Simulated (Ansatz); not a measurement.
# BAs: the change of pressure with volume scale

Periodic Kohn-Sham DFT of a crystal at fixed atoms, scaled to volume_scale times the given cell; pressure positive in compression, energy less spherical unpolarised free atoms, largest_vzz the field gradient of largest size among the nuclei. The results are calculated, by Ansatz 0.2.0.

The cell before it is scaled or strained (space group F-43m, No. 216):
```
BAs
1.0
      0.0000     2.3885     2.3885
      2.3885     0.0000     2.3885
      2.3885     2.3885     0.0000
B As
1 1
Direct
  0.00000 0.00000 0.00000
  0.75000 0.75000 0.75000
```

Settings of every row: method frozen-core PAW; functional LDA; relativity scalar; k mesh 13x13x13; filling fermi-dirac; smearing width 0.05 eV; wave cutoff 420 eV; paw set soft_2.

Atom start moment: 0 on all atoms.

Limits: PAW files made with PBE.

| row | volume scale | V (Å³/atom) | pressure (GPa) |
| --- | --- | --- | --- |
| 1 | 0.94 | 12.809 | 5.289 |
| 2 | 0.96 | 13.081 | 1.892 |
| 3 | 0.98 | 13.354 | -1.168 |
| 4 | 0.99 | 13.49 | ? |
| 5 | 1 | 13.626 | -3.926 |
| 6 | 1.01 | 13.762 | -5.2 |
| 7 | 1.02 | 13.899 | -6.409 |
| 8 | 1.04 | 14.171 | -8.645 |
| 9 | 1.06 | 14.444 | -10.657 |

Question: what pressure should row 4 give?

Worked fit of pressure. Take u = (V_r/V)^(2/3) − 1 with V_r = 13.694 Å³ an atom, which is twice the finite (Eulerian) strain; such expansions in the strain, on which the Birch-Murnaghan equation of state is built, carry the rest volume and the bulk modulus. The shown rows have u = 0.04555, 0.031, 0.0169, 0.00332, -0.0033, -0.00986, -0.02257, -0.03492. Least squares give pressure = −4.5696 + 192.479 × u + 523.29 × u² GPa; a straight line predicts inner rows, each left out in turn, worse (root mean square 0.27 against 0.0062 GPa). The rows lie off it by 0.005, -0.008, -0.001, -0.001, -0.001, 0.008, 0.002, -0.004 (root mean square 0.0047 GPa). The pressure vanishes at u = 0.0224, or V = 13.25 Å³ an atom, and there the bulk modulus at fixed shape and fractions is B = −V dP/dV = (2/3)(1 + u) dP/du = 147 GPa. The withheld row has u = 0.01006, so the fit gives −4.5696 + 192.479 × (0.01006) + 523.29 × (0.01006)² = -2.580 GPa.

The calculation gave -2.583 GPa. The fit lies 0.003 GPa (0.019 % of the column's range) above it; its largest miss of a shown row is 0.008 GPa.
